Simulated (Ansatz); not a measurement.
**Band structure of C**

```
C
1.0
     1.23000    0.71014   11.15000
    -1.23000    0.71014   11.15000
     0.00000   -1.42028   11.15000
C
4
Direct
  0.05000 0.05000 0.05000
  0.95000 0.95000 0.95000
  0.28300 0.28300 0.28300
  0.71700 0.71700 0.71700
```

Atom numbers follow the list: C1, C2, C3, C4.

The cell is COD entry 1000065, as deposited and not checked against the literature; nothing was relaxed.

The calculation used Ansatz 0.2.0, DFT, PBE, all-electron LAPW, scalar-relativistic.

Numerical set-up: a Γ-centred 15×15×15 k mesh, Fermi–Dirac smearing of 0.08 eV, basis error target 1 meV/atom, no spin polarisation.

Points in fractions of the reciprocal vectors of this cell: Γ (0, 0, 0), T (0.5, 0.5, 0.5), H2 (0.831, 0.169, 0.5), H0 (0.5, -0.169, 0.169), L (0.5, 0, 0), S0 (0.335, -0.335, 0), S2 (0.665, 0, 0.335), F (0.5, 0, 0.5). The path joins them by straight lines in the order Γ–T–H2–H0–L–Γ–S0–S2–F; legs that retrace an earlier one aren't tabulated. Energies are in eV from the Fermi level.

Question: Metal or insulator at this level of theory?

Answer: No gap opens: metallic or semimetallic.

Question: Tabulate bands 10 to 14, counted from the lowest band of the run, along the path.

Answer: 
```csv
k (1/Å),point,band 10,band 11,band 12,band 13,band 14
0.00,Γ,-3.04,-3.03,-3.03,3.08,4.95
0.04,,-3.04,-3.03,-3.03,3.09,4.89
0.08,,-3.04,-3.03,-3.03,3.12,4.74
0.12,,-3.04,-3.03,-3.03,3.17,4.56
0.16,,-3.04,-3.03,-3.03,3.24,4.38
0.20,,-3.04,-3.03,-3.03,3.31,4.22
0.24,,-3.04,-3.03,-3.03,3.38,4.09
0.28,T,-3.04,-3.03,-3.03,3.41,4.05
0.52,,-3.64,-3.38,-3.37,3.62,4.25
0.76,,-5.10,-4.33,-4.31,4.27,4.87
1.01,,-5.66,-5.64,-5.51,5.35,5.90
1.25,,-7.12,-5.15,-4.29,5.28,5.55
1.49,,-8.57,-3.60,-2.84,3.24,3.54
1.73,,-9.84,-1.89,-1.29,1.42,1.75
1.97,H2,-10.59,-0.35,-0.01,0.01,0.37
2.00,,-10.60,-0.35,0.00,0.01,0.36
2.02,,-10.60,-0.34,-0.01,0.01,0.36
2.05,,-10.60,-0.34,-0.01,0.01,0.36
2.08,,-10.60,-0.34,-0.01,0.01,0.36
2.11,,-10.60,-0.34,-0.01,0.01,0.36
2.13,,-10.60,-0.35,0.00,0.01,0.36
2.16,H0,-10.59,-0.35,-0.01,0.01,0.37
2.28,,-10.34,-0.77,-0.42,0.48,0.69
2.41,,-9.60,-1.31,-0.96,1.02,1.08
2.53,,-8.72,-1.76,-1.40,1.32,1.41
2.65,,-7.85,-2.11,-1.75,1.46,1.66
2.78,,-7.11,-2.37,-2.00,1.52,1.80
2.90,,-6.60,-2.52,-2.15,1.55,1.86
3.03,L,-6.42,-2.57,-2.20,1.55,1.88
3.24,,-6.30,-3.35,-2.71,2.31,2.79
3.45,,-5.94,-4.64,-3.83,4.06,4.53
3.66,,-5.41,-5.38,-4.96,5.68,6.13
3.87,,-5.90,-4.69,-4.67,4.56,6.30
4.08,,-4.78,-3.93,-3.91,3.74,5.55
4.29,,-3.51,-3.29,-3.28,3.24,5.10
4.50,Γ,-3.04,-3.03,-3.03,3.08,4.95
4.75,,-3.66,-3.39,-3.38,3.30,5.16
4.99,,-5.14,-4.36,-4.34,3.96,5.80
5.24,,-5.71,-5.69,-5.47,5.06,6.85
5.48,,-7.20,-5.08,-4.23,5.18,5.45
5.72,,-8.66,-3.49,-2.74,3.12,3.42
5.97,,-9.92,-1.77,-1.18,1.30,1.63
6.21,S0,-10.60,-0.34,-0.01,0.01,0.36
6.24,,-10.60,-0.34,-0.01,0.01,0.36
6.27,,-10.60,-0.34,0.00,0.00,0.35
6.29,,-10.60,-0.34,0.00,0.00,0.35
6.32,,-10.60,-0.34,0.00,0.00,0.35
6.35,,-10.60,-0.34,0.00,0.00,0.35
6.37,,-10.60,-0.34,-0.01,0.01,0.36
6.40,S2,-10.60,-0.34,-0.01,0.01,0.36
6.52,,-10.25,-0.85,-0.51,0.57,0.76
6.64,,-9.50,-1.37,-1.02,1.08,1.11
6.76,,-8.63,-1.80,-1.44,1.34,1.44
6.88,,-7.79,-2.13,-1.77,1.47,1.67
7.00,,-7.08,-2.37,-2.01,1.53,1.80
7.12,,-6.59,-2.52,-2.16,1.55,1.86
7.25,F,-6.42,-2.57,-2.20,1.55,1.88
```
